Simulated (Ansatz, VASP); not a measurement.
## One calculation of Au, two programs

The input INCAR:

```
SYSTEM = Au
PREC = Accurate
ENCUT = 600
EDIFF = 1E-6
ISMEAR = -1
SIGMA = 0.05
LREAL = .FALSE.
LASPH = .TRUE.
NELM = 100
ALGO = Normal
ISIF = 3
LWAVE = .FALSE.
LCHARG = .FALSE.
GGA = RP
IVDW = 13
IBRION = 2
NSW = 60
EDIFFG = -0.01
```

The input KPOINTS:

```
Automatic mesh
0
G
  11 11 11
  0 0 0
```

Contents of POSCAR:

```
Au
1.0
    0.0000000000      2.0350000000      2.0350000000
    2.0350000000      0.0000000000      2.0350000000
    2.0350000000      2.0350000000      0.0000000000
Au
1
Direct
    0.0000000000      0.0000000000      0.0000000000
```

File input.yaml:

```yaml
crystal:
  lattice:
    - [0.0, 2.035, 2.035]
    - [2.035, 0.0, 2.035]
    - [2.035, 2.035, 0.0]
  atoms:
    - { symbol: Au, position: [0.0, 0.0, 0.0] }
hamiltonian:
  xc: rpbe
  pseudopotentials: { kind: paw }
  dispersion: d4
kpoints:
  mp_grid: { grid: [11, 11, 11] }
scf:
  occupations: { method: fermi_dirac, width: 0.05 }
output:
  forces: true
  stress: true
relax:
  f_tol: 0.01
  max_steps: 40
  cell: { stress_tol: 0.05 }
```

Alike in both runs: task relaxation of cell and atoms; functional RPBE; dispersion D4; k mesh 11 × 11 × 11; occupations fermi-dirac, width 0.05 eV; no spin polarisation.

|  | VASP | Ansatz |
| --- | --- | --- |
| version | VASP 6.6.1 | Ansatz 0.2.0 |
| potentials or method | VASP PAW PBE potentials, release 64 (Au) | Ansatz PAW |
| plane-wave cutoff (eV) | 600 | 420 |
| valence electrons in the cell | 11 | 19 |

|  | VASP | Ansatz | Ansatz less VASP |
| --- | --- | --- | --- |
| relaxed volume (Å³/atom) | 17.16 | 17.19 | +0.022 |
| relaxed cell length with the largest relative difference (Å) | 2.895 | 2.897 | +0.0013 |
| energy change over the relaxation (meV/atom) | -3 | -3 | -0.5 |

The two sets of potentials don't hold the same shells in valence.

Caveats: the PAW data sets were made with another functional, which shifts forces and pressure a little (VASP); pairwise dispersion overbinds metals, which lowers pressure and volume (VASP); the plane-wave basis is chosen anew once the cell has moved, so the energies of steps on either side of that aren't comparable (Ansatz); the PAW data sets come from PBE, with cores solved anew for the run's functional, which leaves a small shift of forces and pressure (Ansatz). Zero-point motion and thermal expansion aren't in these numbers. The runs have no spin-orbit coupling, so splittings on Au are missing.
